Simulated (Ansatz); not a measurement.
Working through a comparison of functionals at one structure of C, space group Cmme

Computed with the Ansatz DFT code, driven from Python.

`c.xyz`
```text
4
Lattice="1.22804797 -2.12706182 0.0 1.22804797 2.12706182 0.0 0.0 0.0 7.17326776" Properties=species:S:1:pos:R:3 pbc="T T T"
C     1.22804797    1.77235529    5.40245766
C     1.22804797   -0.35470653    1.77081010
C     1.22804797   -1.77235529    1.77081010
C     1.22804797    0.35470653    5.40245766
```

Notebook, run cell by cell (the value of a cell's last expression is shown):

**Cell 1**
```python
import ansatz as az

material = az.Crystal.from_extxyz("c.xyz")
```

**Cell 2**
```python
len(material.resolved().sites)
```
Output:
```text
4
```

**Cell 3**
```python
calculation = (
    material.calculation()
    .mixing("broyden")
    .occupations("cold", width=0.1)
    .scf(max_iterations=100)
    .basis(320)
    .kpoints(13, 13, 4)
)
```

**Cell 4**
```python
rows = []
for value in ["pbesol", "lda", "blyp"]:
    data = calculation.functional(value).run().report
    rows.append((value, data["free_energy_ev"] / len(data["lattice"]["sites"]), data["n_iterations"], data["n_kpoints"]))
```
Output:
```text
DeckWarning: basis.ecutwfc = 320 eV is below the records' recommended 420 eV, and the density's cutoff is lower with it unless basis.ecutrho_ratio is high enough to keep the records' density cutoff: compare with a run at a higher cutoff
```

**Cell 5**
```python
print("  functional   F/atom (eV)    iterations      k-points")
for row in rows:
    print(f"{str(row[0]):>12s}  {row[1]:12.5f}  {row[2]:12d}  {row[3]:12d}")
```
Output:
```text
  functional   F/atom (eV)    iterations      k-points
      pbesol    -246.62315             6           147
         lda    -242.90054             5           147
        blyp    -251.70661             6           147
```

The cutoff lies under the one recommended for these potentials. This isn't the structure that C takes at ambient conditions. Warnings are shown shortened and without file and line. Total energies of different functionals can't be compared; pressures, moments and gaps at this one structure can. It ran for 10 s on 1 thread of Arm Neoverse N1, with other jobs on the host, peak memory 0.35 GiB.
